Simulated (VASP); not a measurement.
## ZrSe2: relaxation of cell and atoms with PBEsol

Crystal: ZrSe2.

```
CELL_PARAMETERS angstrom
3.79800 0.00000 0.00000
-1.89900 3.28916 0.00000
0.00000 0.00000 6.19200
ATOMIC_POSITIONS crystal
Zr 0.00000 0.00000 0.00000
Se 0.33333 0.66667 0.25000
Se 0.66667 0.33333 0.75000
```

```
Program                : VASP 6.6.1
Task                   : relaxation of cell and atoms
Functional             : PBEsol
Potentials or basis    : VASP PAW PBE potentials, release 64 (Zr_sv, Se)
Cutoff                 : 600 eV
k mesh                 : 9 × 9 × 5
Occupations            : gaussian, width 0.03 eV
Spin                   : no spin polarisation
Further INCAR settings : ALGO = Normal; EDIFF = 1e-06; IBRION = 2; EDIFFG = -0.01; NSW = 90; ISIF = 3
```

```yaml
Relaxed_volume: 24.73 Å³/atom
Relaxed_cell: a = 3.733 Å, b = 3.733 Å, c = 6.146 Å, α = 90.00°, β = 90.00°, γ = 120.00°
Space_group_after_relaxing_to_0.05_Å: P-3m1 (No. 164)
Energy_gained_by_relaxing: 6.8 meV/atom
Ionic_steps: 18
Pressure_after_relaxing: 0.0 GPa
Largest_force_after_relaxing: 0.004 eV/Å
Band_gap_on_the_k_mesh: 0.13 eV, indirect (least direct gap 1.01 eV)
```

Forces on the atoms (eV/Å):
```
Zr   0.000  0.000  0.000
Se   0.000  0.000  0.004
Se   0.000  0.000 -0.004
```

The path:
```csv
step,energy change (eV),largest force (eV/Å),pressure (GPa),volume (Å³)
1,0.0000,0.1101,-1.06,77.35
2,-0.0117,0.2678,0.78,75.46
3,-0.0117,0.2575,0.67,75.58
4,-0.0173,0.0111,-0.14,75.71
5,-0.0175,0.0436,-0.04,75.69
6,-0.0178,0.0376,-0.08,75.64
7,-0.0186,0.0209,-0.22,75.46
8,-0.0191,0.0137,-0.47,75.11
9,-0.0192,0.0102,-0.47,75.05
10,-0.0194,0.0006,-0.36,74.87
11,-0.0197,0.0186,-0.18,74.52
12,-0.0195,0.0566,0.18,73.82
13,-0.0198,0.0297,-0.08,74.33
14,-0.0199,0.0281,-0.07,74.31
15,-0.0201,0.0228,-0.02,74.25
16,-0.0202,0.0122,0.06,74.13
17,-0.0202,0.0131,0.05,74.14
18,-0.0203,0.0037,0.01,74.18
```

Final structure:
```cif
data_structure
_symmetry_space_group_name_H-M 'P 1'
_symmetry_Int_Tables_number 1
_cell_length_a 3.7330
_cell_length_b 3.7330
_cell_length_c 6.1464
_cell_angle_alpha 90.000
_cell_angle_beta 90.000
_cell_angle_gamma 120.000
_cell_volume 74.18
loop_
_atom_site_label
_atom_site_type_symbol
_atom_site_fract_x
_atom_site_fract_y
_atom_site_fract_z
_atom_site_occupancy
Zr1 Zr 0.00000 0.00000 0.00000 1
Se1 Se 0.33333 0.66667 0.25834 1
Se2 Se 0.66667 0.33333 0.74166 1
```

Levels at points of the mesh, in eV from the valence-band top:
```csv
k point,band 8,band 9,band 10,band 11,band 12,band 13,band 14,band 15,band 16
"(0.00, 0.00, 0.00)",-2.68,-2.68,-0.03,0.00,0.00,1.01,1.01,1.32,4.20
```

It took 7.4 min on 1 thread of Intel(R) Xeon(R) Platinum 8488C (Sapphire Rapids), with other jobs on the host, peak memory 0.27 GiB.

Caveat: the PAW data sets were made with another functional, which shifts forces and pressure a little; an odd mesh through Γ misses points on the zone boundary, where band edges often lie; this functional lacks dispersion, which binds the layers, so the pressure and a relaxed spacing across them are unreliable.
